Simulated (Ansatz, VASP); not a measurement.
# One calculation of Be2C, two programs

```xyz
3
Lattice="0.0000 2.1650 2.1650 2.1650 0.0000 2.1650 2.1650 2.1650 0.0000" Properties=species:S:1:pos:R:3 pbc="T T T"
C     0.0000    0.0000    0.0000
Be    3.2475    3.2475    3.2475
Be    1.0825    1.0825    1.0825
```

Alike in both runs: task single point; functional PBE; k mesh 11 × 11 × 11; occupations fermi-dirac, width 0.05 eV; no spin polarisation.

```csv
,VASP,Ansatz
version,VASP 6.6.1,Ansatz 0.2.0
potentials or method,"VASP PAW PBE potentials, release 64 (C, Be)",Ansatz PAW
plane-wave cutoff (eV),520,420
valence electrons in the cell,8,8
```

```csv
,VASP,Ansatz,Ansatz less VASP
gap on the k mesh at the Fermi level (eV),1.25,1.27,+0.013
least direct gap on the mesh (eV),4.13,4.14,+0.009
pressure (GPa),0.2,-0.2,-0.39
```

With one functional, cell and mesh, what is left measures potentials, basis and numerics.

Caveats: an odd mesh through Γ misses points on the zone boundary, where band edges often lie (VASP); odd divisions of the mesh miss points on the zone boundary, where band edges often lie, so the gap on the mesh can be too wide (Ansatz).
